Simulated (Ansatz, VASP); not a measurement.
**One calculation of Cu, two programs**

INCAR

```
  PREC = Accurate
  ENCUT = 520
  EDIFF = 1E-6
  ISMEAR = -1
  SIGMA = 0.02
  LREAL = False
  LASPH = True
  NELM = 100
  ALGO = Normal
  ISIF = 2
  LWAVE = False
  LCHARG = True
  GGA = PE
  LELF = True
  LVHAR = True
  NBANDS = 12
```

KPOINTS

```
regular mesh
0
Gamma
  5 5 5
```

POSCAR

```
Cu
1.0
   -1.4427933200      1.4427933200      1.3760814500
    1.4427933200     -1.4427933200      1.3760814500
    1.4427933200      1.4427933200     -1.3760814500
Cu
1
Direct
    0.0000000000      0.0000000000      0.0000000000
```

Contents of input.yaml:

```yaml
crystal:
  lattice:
    - [-1.44279332, 1.44279332, 1.37608145]
    - [1.44279332, -1.44279332, 1.37608145]
    - [1.44279332, 1.44279332, -1.37608145]
  atoms:
    - { symbol: Cu, position: [0.0, 0.0, 0.0] }
kpoints:
  mp_grid: { grid: [5, 5, 5] }
scf:
  occupations: { method: fermi_dirac, width: 0.02 }
hamiltonian:
  xc: pbe
  pseudopotentials: { kind: all_electron, lapw: { basis_error: 0.003 } }
output:
  forces: true
  stress: true
  eigenvalues: true
```

This isn't the form of Cu at room conditions, which is fcc.

Alike in both runs: task single point; functional PBE; k mesh 5 × 5 × 5; occupations fermi-dirac, width 0.02 eV; no spin polarisation.

```csv
,VASP,Ansatz
version,VASP 6.6.1,Ansatz 0.2.0
potentials or method,"VASP PAW PBE potentials, release 64 (Cu)","all-electron LAPW, scalar-relativistic"
plane-wave cutoff (eV),520,see its input
```

```csv
,VASP,Ansatz,Ansatz less VASP
gap on the k mesh at the Fermi level (eV),none,none,-
pressure (GPa),7.6,7.1,-0.50
largest component of the traceless stress (GPa),6.13,6.14,+0.006
```

A gap of «none» marks a metal or a gap that the smearing closes. Ansatz ran all-electron here, so the differences hold the error of VASP's frozen core and of both bases.

Caveats: the k mesh is coarse (spacing up to 0.63 Å⁻¹), so the values aren't converged.
